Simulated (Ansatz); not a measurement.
**Au under changes of volume**

One of the cells (17.771 Å³/atom); the others are scaled copies at fixed shape and fractional positions:

```
Au
1.0
     2.90000    0.00000    0.00000
    -1.45000    2.51147    0.00000
     0.00000    0.00000    4.88000
Au
2
Direct
  0.66667 0.33333 0.25000
  0.33333 0.66667 0.75000
```

This isn't the form of Au at room conditions, which is fcc.

- Program: Ansatz 0.2.0
- Functional: HSE06
- Potentials or basis: Ansatz PAW
- Cutoff: 420 eV (not typed: the program's choice for these potentials)
- k mesh: 6 × 6 × 4
- Occupations: fermi-dirac, width 0.05 eV
- Spin: no spin polarisation

| volume (Å³/atom) | energy over the lowest point (meV/atom) | pressure (GPa) |
| --- | --- | --- |
| 16.705 | 31.26 | 9.7 |
| 17.060 | 14.05 | 6.0 |
| 17.416 | 3.85 | 2.9 |
| 17.771 | 0.00 | 0.1 |
| 18.127 | ? | ? |
| 18.482 | 10.13 | -4.8 |
| 18.837 | 22.89 | -6.8 |

Task: What does the run at 18.127 Å³/atom give?

Result: Energy over the lowest point 2.25 meV/atom; pressure -2.5 GPa.

Worked out: A Birch-Murnaghan fit of order 3 (a polynomial in V^(-2/3)) to the other rows has its minimum at 17.81 Å³/atom with B0 = V·E''(V) = 134 GPa and B' = 3.0 at fixed shape and positions, which overstates the stiffness. It gives 2.32 meV/atom at 18.127 Å³/atom, against the run's 2.25, and -dE/dV = -2.3 GPa, against -2.5.

Energies are extrapolated to zero smearing.

Caveats: all runs use coarse meshes; the PAW data sets come from PBE, with cores solved anew for the run's functional, which leaves a small shift of forces and pressure; the thresholds are loose for stress.
